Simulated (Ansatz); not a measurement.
The system is Na.

```xyz
2
Lattice="3.7670 0.0000 0.0000 -1.8835 3.2623 0.0000 0.0000 0.0000 6.1540" Properties=species:S:1:pos:R:3 pbc="T T T"
Na    1.8835    1.0874    4.6155
Na    0.0000    2.1749    1.5385
```

This isn't the form of Na at room conditions, which is bcc.

| Quantity | Value |
| --- | --- |
| Program | Ansatz 0.2.0 |
| Task | single point |
| Functional | PBEsol |
| Potentials or basis | all-electron LAPW, scalar-relativistic |
| Cutoff | 71 eV (chosen from the basis error) |
| Basis error allowed | 0.001 eV/atom |
| k mesh | 8 × 8 × 5 |
| Occupations | fermi-dirac, width 0.05 eV |
| Spin | no spin polarisation |

On this cell: pressure -0.3 GPa; largest force under 0.003 eV/Å; band gap on the k mesh none (metal or under the smearing width).

The same run follows on a disturbed copy (atoms moved at random, drawn with an rms of 0.05 Å):

```
Na
1.0
     3.76700    0.00000    0.00000
    -1.88350    3.26232    0.00000
     0.00000    0.00000    6.15400
Na
2
Direct
  0.65549 0.32378 0.74990
  0.32296 0.65856 0.24806
```

Q: What changes?

A: The energy (extrapolated to zero smearing) moves by +0.0 meV/atom; pressure -0.3 GPa; largest force 0.008 eV/Å; band gap on the k mesh none (metal or under the smearing width).

Forces on the atoms (eV/Å):
```
Na   0.000  0.001 -0.008
Na   0.000 -0.001  0.008
```

Stress tensor (GPa, compression positive):
```
-0.20  0.00  0.00
 0.00 -0.19  0.00
 0.00  0.00 -0.43
```
